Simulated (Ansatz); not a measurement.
## BaO: the volume at rest

BaO in the rock-salt structure, starting from this typed cell of 21.95 Å³ an atom.

```xyz
2
Lattice="0.0000 2.8000 2.8000 2.8000 0.0000 2.8000 2.8000 2.8000 0.0000" Properties=species:S:1:pos:R:3 pbc="T T T"
Ba    0.0000    0.0000    0.0000
O     2.8000    2.8000    2.8000
```

Method (Ansatz, development build): k mesh 6×6×6; fixed occupations; no spin. Cell and atoms are relaxed to zero stress with the symmetry kept and no dispersion correction.

Caveats: coarse k mesh.

Q: What volume results under PBE, LDA, PBEsol, and how much do the potentials matter?

A: 
```tsv
functional	potentials	cutoff (eV)	volume (Å³/atom)	change (%)
PBE	all-electron PAW datasets (no frozen core)	460	21.65	-1.4
PBE	Ansatz generated PAW	420	21.65	-1.4
PBE	Ansatz hand-made PAW	930	21.64	-1.4
PBE	JTH PAW	1380	22.03	0.4
PBE	PseudoDojo norm-conserving	1143	21.59	-1.6
PBE	Ansatz norm-conserving	1240	21.64	-1.4
LDA	Ansatz hand-made PAW	930	20.06	-8.6
LDA	PseudoDojo norm-conserving	1143	20.00	-8.9
PBEsol	Ansatz hand-made PAW	930	20.68	-5.8
PBEsol	PseudoDojo norm-conserving	1143	20.63	-6.0
```

From smallest to largest: LDA, PBEsol, PBE.
